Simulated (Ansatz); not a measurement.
Runs of Ansatz 0.2.0 on Te2Mo. It takes space group P6_3/mmc (No. 194, hexagonal). The conventional cell has a = 3.518 Å, b = 3.518 Å, c = 13.974 Å, α = 90.00°, β = 90.00°, γ = 120.00°. Around Te (site symmetry 3m) lie 3 Mo at 2.72 Å. Mo (site symmetry -6m2) has 6 Te at 2.72 Å as nearest neighbours. 

```csv
task,level,cell,cutoff (eV),points for each segment of the path,gap on the mesh (eV),pressure (GPa),relaxed volume (Å³/atom),largest force (eV/Å)
band structure,PBE,as given,420,14,0.78,2.9,-,(d)
relaxation of cell and atoms,PBE,relaxed,420,-,1.03,0.0,27.78,-
band structure,r2SCAN,as given,500,14,0.89,2.2,-,(b)
band structure,LDA,as given,420,14,0.76,-3.0,-,(c)
relaxation of cell and atoms,LDA,relaxed,420,-,0.72,0.0,(a),-
relaxation of cell and atoms,r2SCAN,relaxed,500,-,1.06,0.0,26.99,-
```

Alike in all rows: potentials or basis Ansatz PAW; no spin polarisation; k mesh 9 × 9 × 2; smearing fermi-dirac 0.05 eV.

Q: Fill in the values left out.

A: (a) 23.96; (b) 0.08; (c) 0.29; (d) 0.17.

Caveats: spin-orbit coupling is left out, which moves the levels of the heavy elements; the PAW data sets come from PBE, with cores solved anew for the run's functional, which leaves a small shift of forces and pressure (some runs); the k mesh misses the band edges, so the gap on the mesh is wider than the one along the path (some runs); odd divisions of the mesh miss points on the zone boundary, where band edges often lie, so the gap on the mesh can be too wide (some runs); the plane-wave basis is chosen anew once the cell has moved, so the energies of steps on either side of that aren't comparable (some runs); this functional lacks dispersion, which binds the layers, so the pressure and a relaxed spacing across them are unreliable (some runs).

A k mesh can miss the band edges, and the runs leave out spin-orbit coupling on Mo, Te.
